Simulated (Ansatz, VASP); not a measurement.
# BN: VASP beside Ansatz

File INCAR:

```
PREC     = Accurate       # precision mode
ENCUT    = 520            # plane-wave cutoff, eV
EDIFF    = 1E-7           # SCF threshold, eV
ISMEAR   = -1             # smearing method
SIGMA    = 0.05           # smearing width, eV
LREAL    = F              # projectors in reciprocal space
LASPH    = T              # aspherical terms in the spheres
NELM     = 100            # most SCF steps
ALGO     = Normal         # electronic algorithm
ISIF     = 2              # what is computed and relaxed
LWAVE    = F              # write WAVECAR
LCHARG   = F              # write CHGCAR
GGA      = PE             # functional
NBANDS   = 16             # bands
```

File KPOINTS:

```
Automatic mesh
0
Gamma
  12 12 6
```

File POSCAR:

```
BN
1.0
    2.5367985510      0.0000000000      0.0000000000
   -1.2683992755      2.1969319894      0.0000000000
    0.0000000000      0.0000000000      4.1984859909
N B
2 2
Direct
    0.3333333333      0.6666666667      0.1252760000
    0.6666666667      0.3333333333      0.6252760000
    0.3333333333      0.6666666667      0.4997240000
    0.6666666667      0.3333333333      0.9997240000
```

File input.yaml:

```yaml
crystal:
  lattice:
    - [2.536798551, 0.0, 0.0]
    - [-1.2683992755, 2.1969319894, 0.0]
    - [0.0, 0.0, 4.1984859909]
  atoms:
    - { symbol: "N", position: [0.3333333333, 0.6666666667, 0.125276] }
    - { symbol: "N", position: [0.6666666667, 0.3333333333, 0.625276] }
    - { symbol: B, position: [0.3333333333, 0.6666666667, 0.499724] }
    - { symbol: B, position: [0.6666666667, 0.3333333333, 0.999724] }
hamiltonian:
  xc: pbe
  pseudopotentials: { kind: paw }
kpoints:
  mp_grid: { grid: [12, 12, 6] }
scf:
  occupations: { method: fermi_dirac, width: 0.05 }
output:
  forces: true
  stress: true
  eigenvalues: true
```

Change from the starting cell: volume scaled by 0.98.

Alike in both runs: task single point; functional PBE; k mesh 12 × 12 × 6; occupations fermi-dirac, width 0.05 eV; no spin polarisation.

|  | VASP | Ansatz |
| --- | --- | --- |
| version | VASP 6.6.1 | Ansatz 0.2.0 |
| potentials or method | VASP PAW PBE potentials, release 64 (N, B) | Ansatz PAW |
| plane-wave cutoff (eV) | 520 | 420 |
| valence electrons in the cell | 16 | 16 |

Ansatz gave:

| Property | Result |
| --- | --- |
| gap on the k mesh at the Fermi level (eV) | 5.18 |
| least direct gap on the mesh (eV) | 8.34 |
| pressure (GPa) | 7.7 |
| largest component of the traceless stress (GPa) | 0.43 |

**Question.** What did VASP give for the same quantities?

**Answer.** gap on the k mesh at the Fermi level (eV): 5.17; least direct gap on the mesh (eV): 8.33; pressure (GPa): 8.0; largest component of the traceless stress (GPa): 0.47.

Caveats: the pressure holds a Pulay correction of +1.1 GPa for the finite cutoff (Ansatz). A k mesh can miss the band edges.
